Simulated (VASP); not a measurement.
**TiAl: single point with PBE**

Crystal: TiAl.

```
CELL_PARAMETERS angstrom
3.17906 0.00000 0.00000
0.00000 3.17906 0.00000
0.00000 0.00000 3.17906
ATOMIC_POSITIONS crystal
Ti 0.99886 0.00758 0.00170
Al 0.50931 0.50647 0.50062
```

The cell comes from a database or a generator and needn't be the stable form of this composition.

The cell isn't the ideal one: atoms moved at random, drawn with an rms of 0.05 Å.

```yaml
Program: VASP 6.6.1
Task: single point
Functional: PBE
Potentials_or_basis: VASP PAW PBE potentials, release 64 (Ti_sv, Al)
Cutoff: 520 eV
k_mesh: 8 × 8 × 8
Occupations: fermi-dirac, width 0.05 eV
Spin: no spin polarisation
Further_INCAR_settings: ALGO = Normal; EDIFF = 1e-07; NBANDS = 14
```

The pressure is 0.9 GPa. The largest force is 0.213 eV/Å and the band gap on the k mesh is none (metal or under the smearing width).

Forces in eV/Å, atoms in the order of the input:
```
Ti   0.210 -0.022 -0.022
Al  -0.210  0.022  0.022
```

Levels at points of the mesh, in eV from the Fermi level:
```tsv
k point	band 3	band 4	band 5	band 6	band 7	band 8	band 9	band 10	band 11	band 12
(0.00, 0.00, 0.00)	-33.10	-33.10	-9.28	-1.44	-1.44	1.80	1.80	1.80	4.41	4.41
(0.50, 0.00, 0.00)	-33.09	-33.09	-6.04	-5.19	-0.55	0.15	0.15	2.01	2.98	6.51
(0.00, 0.50, 0.00)	-33.09	-33.09	-6.04	-5.19	-0.55	0.15	0.15	2.01	2.98	6.51
(0.00, 0.00, 0.50)	-33.09	-33.09	-6.04	-5.19	-0.55	0.15	0.15	2.01	2.98	6.51
(0.50, 0.50, 0.00)	-33.25	-33.07	-5.01	-2.11	-2.11	-1.46	0.71	0.71	2.72	4.70
(0.00, 0.50, 0.50)	-33.25	-33.07	-5.01	-2.11	-2.11	-1.47	0.71	0.71	2.73	4.69
(0.50, 0.00, 0.50)	-33.25	-33.07	-5.01	-2.11	-2.11	-1.46	0.71	0.71	2.72	4.70
(0.50, 0.50, 0.50)	-33.23	-33.23	-3.09	-3.09	-3.09	0.63	2.79	2.79	2.91	2.91
```

It took 28 s on 1 thread of Intel(R) Xeon(R) Platinum 8559C (Emerald Rapids), with other jobs on the host, peak memory 0.23 GiB.
